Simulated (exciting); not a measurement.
Set up this calculation in exciting (release sodium), as the native input.

```yaml
Task: single point
Functional: PBE
Potentials_or_basis: all-electron LAPW+lo, shipped species files, valence relativity iora*
rgkmax: 9
k_mesh: 11 × 11 × 11
Occupations: gaussian, width 0.02 eV
Spin: no spin polarisation
outputlevel: low
gmaxvr_cutoff_of_density_and_potential: 14 1/bohr
lmaxapw_and_lmaxmat: 10
lmaxvr: 8
nempty: 12
Valence_relativity: iora*
epsengy: 1e-05 Ha
epspot: 1e-05 Ha
maxscl: 60
Muffin-tin_radii: Ag 2.3 bohr
```

Crystal: Ag.

```xyz
1
Lattice="0.0000 2.0427 2.0427 2.0427 0.0000 2.0427 2.0427 2.0427 0.0000" Properties=species:S:1:pos:R:3 pbc="T T T"
Ag    0.0000    0.0000    0.0000
```

One way to write it, as run:

input.xml

```xml
<input>
  <title>Ag</title>
  <structure speciespath="./" tshift="false">
    <crystal scale="1">
      <basevect>0.000000000000 3.860238041079 3.860238041079</basevect>
      <basevect>3.860238041079 0.000000000000 3.860238041079</basevect>
      <basevect>3.860238041079 3.860238041079 0.000000000000</basevect>
    </crystal>
    <species speciesfile="Ag.xml" rmt="2.3">
      <atom coord="0.000000000000 0.000000000000 0.000000000000"/>
    </species>
  </structure>
  <groundstate do="fromscratch" ngridk="11 11 11" rgkmax="9" gmaxvr="14" lmaxapw="10" lmaxmat="10" lmaxvr="8" xctype="GGA_PBE" stype="Gaussian" swidth="0.00073499" nempty="12" ValenceRelativity="iora*" epsengy="1e-05" epspot="1e-05" maxscl="60" tforce="true" outputlevel="low"/>
</input>
```

Potentials or basis: all-electron LAPW+lo, shipped species files, valence relativity iora*.

Launch:

```bash
$ OMP_NUM_THREADS=1 exciting_smp
```

Results of the run:

```
Band gap on the k mesh : none (metal or under the smearing width)
```

It took 21 s on 1 thread of Arm Neoverse V1 (shared host), peak memory 0.1 GiB.
